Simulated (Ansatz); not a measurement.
Ge: do energies and stresses tell the same story?

These are results of Ansatz, DFT PBEsol, scalar-relativistic, plane waves, PAW, not measurements.

Plane waves to 420 eV, a k mesh through Γ of 12×12×4 on the computed 8-atom cell and Gaussian smearing (0.10 eV); no spin polarisation.

Relaxed cell: P6_3/mmc, a = 4.004 Å, b = 4.004 Å, c = 13.145 Å, α = 90.00°, β = 90.00°, γ = 120.00°, 8 atoms in the primitive cell. This form isn't the element's structure at ambient conditions.

Energies at zero smearing and pressures from the stress tensor, at volumes with shape and atoms relaxed:
```
V (Å³/atom) E − E(first) (meV/atom) P (GPa)
     21.446                     0.00     4.83
     22.131                   -14.83     2.20
     22.815                   -19.35     0.00
     23.500                   -15.25    -1.86
     24.184                    -3.84    -3.43
```

Task: Check P = −dE/dV between neighbouring volumes, and get the bulk modulus from the pressures alone.

Result: With 1 eV/Å³ = 160.2 GPa:
| middle V (Å³/atom) | −ΔE/ΔV (GPa) | mean P (GPa) |
| --- | --- | --- |
| 21.789 | 3.471 | 3.515 |
| 22.473 | 1.058 | 1.098 |
| 23.158 | -0.960 | -0.931 |
| 23.842 | -2.671 | -2.644 |

The two differ by 0.04 GPa at most. The mean of two end pressures misses the average over a step by about ΔV² P″/12, up to 0.04 GPa here; with that taken off 0.01 GPa remains. Around V = 22.815 Å³/atom, the two neighbours give B = −V ΔP/ΔV = 22.815 × 4.06 / 1.369 = 67.6 GPa, against B0 = 67.4 GPa from the Birch–Murnaghan fit of the energies.